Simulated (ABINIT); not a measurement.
# Ga (P6/mmm) in ABINIT: a series of runs, part 2 of 2

ABINIT 10.8.3 (patched build). Earlier steps stand in the parts before.

**3. Single point, PBE**

run.abi

```
# Pseudopotentials
pp_dirpath "./"
pseudos "Ga.GGA_PBE-JTH.xml"

# Structure
acell 8.4082796997 8.408294156 5.2254706798
rprim
     1.0000000000     0.0000000000     0.0000000000
    -0.5000002641     0.8660252513     0.0000000000
     0.0000000000     0.0000000000     1.0000000000
ntypat 1
znucl 31
natom 2
typat 1 1
xcart
    -0.0000255807     2.5689195112     1.3826000000
     2.2247555807     1.2844404888     1.3826000000 Angstrom

# Plane-wave basis
ecut 17.0
pawecutdg 34.0
pawxcdev 0

# k points
kptopt 1
ngkpt 7 7 10
nshiftk 1
shiftk 0.0 0.0 0.0

# Exchange and correlation
ixc 11

# Bands and occupations
nband 17
occopt 3
tsmear 0.05 eV

# SCF cycle
nstep 100
tolvrs 1.0e-9

# Output
iomode 3
prtwf 0
prtden 0
prteig 0
prtebands 0
enunit 1
```

Potentials or basis: JTH PAW PBE v2.0.

Command:

```sh
> abinit run.abi > log 2>&1
```

Run time: 36 s. Hardware: 1 thread of Arm Neoverse V2, shared host; peak memory 0.14 GiB.

Results (log left out):

```yaml
Free_energy: -4303.3481 eV
Pressure: -0.1 GPa
Band_gap_on_the_k_mesh: none (metal or under the smearing width)
Valence_electrons_inside_the_program's_atomic_spheres: Ga 11.02 (radii [1.1132] Å)
```

Stress tensor (GPa, compression positive):
```
 0.39  0.00  0.00
 0.00  0.39  0.00
 0.00  0.00 -0.94
```

Levels at points of the mesh, in eV from the Fermi level:
```tsv
k point	band 10	band 11	band 12	band 13	band 14	band 15	band 16	band 17
(0.00, 0.00, 0.00)	-14.63	-10.01	-1.48	-0.55	-0.55	3.20	3.20	6.16
(0.00, 0.00, 0.50)	-14.50	-5.89	-3.69	2.52	2.52	2.78	3.58	6.70
```

**4. Single point, PBE**

run.abi: that of step 3 with these lines changed.

```diff
@@ -19,4 +19,4 @@
 # Plane-wave basis
-ecut 17.0
-pawecutdg 34.0
+ecut 20.0
+pawecutdg 40.0
 pawxcdev 0
```

Potentials or basis: JTH PAW PBE v2.0.

Command:

```sh
> abinit run.abi > log 2>&1
```

run.abo:

```text
.Version 10.8.3 of ABINIT
 Symmetries : space group Cm m m (# 65); Bravais oC (1-face-center ortho.)
================================================================================
 Values of the parameters that define the memory need of the present run
     intxc =       0    ionmov =       0      iscf =      17    lmnmax =      18
     lnmax =       6     mgfft =      36  mpssoang =       3    mqgrid =    3001
     natom =       2  nloc_mem =       2    nspden =       1   nspinor =       1
    nsppol =       1      nsym =       8    n1xccc =       1    ntypat =       1
    occopt =       3   xclevel =       2
       mpw =        1390          nfft =       31104          nkpt =          96
 PAW method is used; the additional fine FFT grid is defined by:
   mgfftf=        48    nfftf =     69120
================================================================================
================================================================================

--------------------------------------------------------------------------------
------------- Echo of variables that govern the present computation ------------
--------------------------------------------------------------------------------
 -outvars: echo values of preprocessed input variables --------
            acell      8.4082869278E+00  8.4082869278E+00  5.2254706798E+00 Bohr
              amu      6.97230000E+01
             ecut      2.00000000E+01 Hartree
           enunit           1
                       outvar_i_n : Printing only first  50 k-points.
              ixc          11
                       outvar_i_n : Printing only first  50 k-points.
         kptrlatt        7    0    0      0    7    0      0    0   10
          kptrlen      5.22547068E+01
            natom           2
            nband          17
            ngfft          36      36      24
          ngfftdg          48      48      30
             nkpt          96
            nstep         100
             nsym           8
           ntypat           1
                       prtocc : prtvol=0, do not print more k-points.
           occopt           3
        pawecutdg      4.00000000E+01 Hartree
         pawxcdev           0
           prtden           0
        prtebands           0
           prteig           0
            prtwf           0
            rprim      1.0000000000E+00  1.4889468191E-06  0.0000000000E+00
                      -5.0000155357E-01  8.6602450683E-01  0.0000000000E+00
                       0.0000000000E+00  0.0000000000E+00  1.0000000000E+00
          spgroup          65
           tolvrs      1.00000000E-09
           tsmear      1.83746611E-03 Hartree
            typat      1  1
[... 147 lines left out ...]
 Eigenvalues (   eV  ) for nkpt=  96  k points:
 kpt#   1, nband= 17, wtk=  0.00204, kpt=  0.0000  0.0000  0.0000 (reduced coord)
 -11.64094  -11.42101  -11.39272  -11.39270  -11.28278  -11.28277  -11.24088  -11.24087
 -11.13686  -11.13684   -6.51415    2.01406    2.94440    2.94466    6.69062    6.69094
   9.64808
 prteigrs : prtvol=0 or 1, do not print more k-points.

--- !EnergyTerms
iteration_state     : {dtset: 1, }
comment             : Components of total free energy in Hartree
kinetic             :  9.74534264675178E+00
hartree             :  5.27071924640138E+01
xc                  : -3.19244974528640E+00
Ewald energy        : -8.40118255372004E+01
psp_core            :  3.83862996058674E+00
local_psp           : -1.37011302278460E+02
PAW spherical_terms : -2.20750846448525E-01
internal            : -1.58145163336043E+02
'-kT*entropy'       : -2.28518519441975E-04
total_energy        : -1.58145391854562E+02
total_energy_eV     : -4.30335534077651E+03
...

--- !EnergyTermsDC
iteration_state     : {dtset: 1, }
comment             : '"Double-counting" decomposition of free energy'
band_energy         : -8.47681176871007E+00
Ewald energy        : -8.40118255372004E+01
psp_core            :  3.83862996058674E+00
xc_dc               : -5.18649308732302E+01
PAW spherical_terms : -1.76302245706021E+01
internal            : -1.58145162789156E+02
'-kT*entropy'       : -2.28518519441975E-04
total_energy_dc     : -1.58145391307675E+02
total_energy_dc_eV  : -4.30335532589496E+03
...

--- !EnergyTermsWithPAWCore
iteration_state     : {dtset: 1, }
comment             : 'Components of total free energy, including PAW core contributions'
Total energy        : -3.88807808526599E+03
Total energy DC     : -3.88807808471911E+03
Total energy (eV)   : -1.05799994532707E+05
Total energy DC (eV): -1.05799994517826E+05
...

 Cartesian components of stress tensor (hartree/bohr^3)
  sigma(1 1)= -1.97736307E-05  sigma(3 2)=  0.00000000E+00
  sigma(2 2)= -1.98120728E-05  sigma(3 1)=  0.00000000E+00
  sigma(3 3)=  2.54356399E-05  sigma(2 1)= -3.32915884E-08

-Cartesian components of stress tensor (GPa)         [Pressure=  1.3877E-01 GPa]
- sigma(1 1)= -5.81760301E-01  sigma(3 2)=  0.00000000E+00
- sigma(2 2)= -5.82891307E-01  sigma(3 1)=  0.00000000E+00
- sigma(3 3)=  7.48342362E-01  sigma(2 1)= -9.79472347E-04

== END DATASET(S) ==============================================================
================================================================================

 -outvars: echo values of variables after computation  --------
            acell      8.4082869278E+00  8.4082869278E+00  5.2254706798E+00 Bohr
           etotal     -1.5814539131E+02
            fcart      4.9876534806E-06 -2.8796121639E-06 -0.0000000000E+00
                      -4.9876534806E-06  2.8796121639E-06 -0.0000000000E+00
            rprim      1.0000000000E+00  1.4889468191E-06  0.0000000000E+00
                      -5.0000155357E-01  8.6602450683E-01  0.0000000000E+00
                       0.0000000000E+00  0.0000000000E+00  1.0000000000E+00
           strten     -1.9773630724E-05 -1.9812072831E-05  2.5435639901E-05
                       0.0000000000E+00  0.0000000000E+00 -3.3291588411E-08
           xangst     -2.6855718322E-05  2.5689173028E+00  1.3826000000E+00
                       2.2247568557E+00  1.2844426972E+00  1.3826000000E+00
             xred      3.3333000024E-01  6.6667000046E-01  5.0000000034E-01
                       6.6667000047E-01  3.3333000024E-01  5.0000000034E-01
 Calculation completed.
```

Wall time 60 s (1 thread of Arm Neoverse V2, shared host); peak memory 0.15 GiB.

Results:

```yaml
Free_energy: -4303.3553 eV
Pressure: 0.1 GPa
Band_gap_on_the_k_mesh: none (metal or under the smearing width)
Valence_electrons_inside_the_program's_atomic_spheres: Ga 11.02 (radii [1.1132] Å)
```

Stress tensor (GPa, compression positive):
```
 0.58  0.00  0.00
 0.00  0.58  0.00
 0.00  0.00 -0.75
```

**5. Single point, LDA**

run.abi: that of step 4 with these lines changed.

```diff
@@ -21,3 +21,2 @@
 pawecutdg 40.0
-pawxcdev 0
 
@@ -30,3 +29,3 @@
 # Exchange and correlation
-ixc 11
+ixc 7
```

Command:

```sh
> abinit run.abi > log 2>&1
```

It took 59 s on 1 thread of Arm Neoverse V2, shared host; peak memory 0.14 GiB.

It converged, with:

| Item | Value |
| --- | --- |
| Free energy | -4311.4230 eV |
| Pressure | -4.1 GPa |
| Band gap on the k mesh | none (metal or under the smearing width) |
| Valence electrons inside the program's atomic spheres | Ga 11.03 (radii [1.1132] Å) |

Stress tensor (GPa, compression positive):
```
-3.61  0.00  0.00
 0.00 -3.61  0.00
 0.00  0.00 -4.99
```

Levels at points of the mesh, in eV from the Fermi level:
| k point | band 10 | band 11 | band 12 | band 13 | band 14 | band 15 | band 16 | band 17 |
| --- | --- | --- | --- | --- | --- | --- | --- | --- |
| (0.00, 0.00, 0.00) | -14.63 | -10.03 | -1.59 | -0.52 | -0.52 | 3.21 | 3.21 | 6.03 |
| (0.00, 0.00, 0.50) | -14.50 | -5.95 | -3.66 | 2.50 | 2.50 | 2.74 | 3.38 | 6.70 |

Caveat: the PAW data sets were made with another functional, which shifts forces and pressure a little.

**6. Summary**

```tsv
level	potentials or basis	cutoff (eV)	fine-grid cutoff	gap on the mesh (eV)	pressure (GPa)
PBE	SPMS NC PBE v1.0	952	-	none	0.2
PBE	JTH PAW PBE v2.0	463	925.187 eV	none	-0.1
PBE	JTH PAW PBE v2.0	544	1088.46 eV	none	0.1
LDA	JTH PAW PBE v2.0	544	1088.46 eV	none	-4.1
```

Alike in all rows: task single point; no spin polarisation; cell as given; k mesh 7 × 7 × 10; smearing fermi-dirac 0.05 eV.

Caveats: the PAW data sets were made with another functional, which shifts forces and pressure a little (some runs).

Absolute energies hang on the potentials; compare differences alone.
